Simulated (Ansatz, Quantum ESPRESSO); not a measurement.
## Ta and the effect of the pressure

The cell as given:

The structure is hexagonal, space group P6_3/mmc (No. 194). Conventional cell: a = 2.900 Å, b = 2.900 Å, c = 5.166 Å, α = 90.00°, β = 90.00°, γ = 120.00°. Ta (site symmetry -6m2) has 12 Ta at 2.90 to 3.08 Å as nearest neighbours.

This isn't the form of Ta at room conditions, which is bcc.

Kept alike: task relaxation of cell and atoms; functional PBEsol; k mesh 11 × 11 × 5; occupations fermi-dirac, width 0.05 eV; no spin polarisation. Program: Quantum ESPRESSO, GBRV 1.5 PBEsol, cutoff 871 eV. The mesh is that of the run's cell of 2 atoms. No spin-orbit coupling.

| run | volume (Å³/atom) | first edge of the run's cell (Å) | third edge of the run's cell (Å) |
| --- | --- | --- | --- |
| A | 16.635 | 2.787 | 4.947 |
| B | 18.086 | 2.858 | 5.113 |
| C | 17.286 | 2.819 | 5.022 |
| D | 17.911 | 2.850 | 5.093 |
| E | 16.081 | 2.758 | 4.882 |
| F | 17.664 | 2.838 | 5.065 |

The relaxations keep at least the cell's symmetry (P6_3/mmc). For a metal such a mesh leaves the last digits unconverged. The runs follow the start's structure, whether or not it is the stable one at these pressures.

Question: The runs differ in the pressure alone: 0; 2; 5; 10; 20; 30 GPa. Which run is which?

Answer: Run A is 20 GPa; run B is 0 GPa; run C is 10 GPa; run D is 2 GPa; run E is 30 GPa; run F is 5 GPa. The volume falls from 18.086 to 16.081 Å³/atom between 0 and 30 GPa. The volume falls ever more slowly, since the solid stiffens under load. At the pressures aimed at, which the runs meet within some tenths of a GPa, the step from 0 to 5 GPa gives a mean bulk modulus near 212 GPa, the last step 295 GPa. A twin series (Ansatz, all-electron LAPW, scalar-relativistic) moves it by -2.0264 between 0 and 30, against -2.0050 Å³/atom here. The first edge of the run's cell falls from 2.858 to 2.758 Å between 0 and 30 GPa. A twin series (Ansatz, all-electron LAPW, scalar-relativistic) moves it by -0.1010 between 0 and 30, against -0.1000 Å here. The third edge of the run's cell falls from 5.113 to 4.882 Å between 0 and 30 GPa. A twin series (Ansatz, all-electron LAPW, scalar-relativistic) moves it by -0.2336 between 0 and 30, against -0.2311 Å here.
